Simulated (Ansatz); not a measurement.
Crystal: Ag.

```xyz
4
Lattice="2.8862 0.0000 0.0000 -1.4431 2.4995 0.0000 0.0000 0.0000 10.0000" Properties=species:S:1:pos:R:3 pbc="T T T"
Ag    0.0000    0.0000    5.0000
Ag    0.0000    0.0000    0.0000
Ag    1.4431    0.8332    7.5000
Ag    0.0000    1.6663    2.5000
```

This isn't the form of Ag at room conditions, which is fcc.

```yaml
Program: Ansatz 0.2.0
Task: relaxation of cell and atoms
Functional: PBEsol
Dispersion: D3(BJ)-ATM
Potentials_or_basis: Ansatz PAW
Cutoff: "420 eV (not typed: the program's choice for these potentials)"
k_mesh: 11 × 11 × 3
Occupations: fermi-dirac, width 0.05 eV
Spin: no spin polarisation
```

At the start: volume 18.04 Å³/atom.

How do energy, volume and symmetry change on relaxing?

It ends after 6 steps and the volume is 16.10 Å³/atom (-10.7 %); space group P6_3/mmc (No. 194, to 0.05 Å).

Step by step:
```
step  energy change (eV)  largest force (eV/Å)  volume (Å³)
   1              0.0000                0.0000        72.14
   2             -0.3149                0.0000        64.50
   3             -0.3277                0.0000        64.20
   4             -0.3285                0.0000        64.43
   5             -0.3286                0.0000        64.39
   6             -0.3262                0.0000        64.39
```

Final structure:
```yaml
crystal:
  lattice:
    - [2.82214, 0.00000, 0.00000]
    - [-1.41107, 2.44404, 0.00000]
    - [0.00000, 0.00000, 9.33504]
  atoms:
    - { symbol: Ag, position: [0.00000, 0.00000, 0.50000] }
    - { symbol: Ag, position: [0.00000, 0.00000, 0.00000] }
    - { symbol: Ag, position: [0.66667, 0.33333, 0.75000] }
    - { symbol: Ag, position: [0.33333, 0.66667, 0.25000] }
```

Caveat: the plane-wave basis is chosen anew once the cell has moved, so the energies of steps on either side of that aren't comparable; pairwise dispersion overbinds metals, which lowers pressure and volume; the PAW data sets come from PBE, with cores solved anew for the run's functional, which leaves a small shift of forces and pressure.
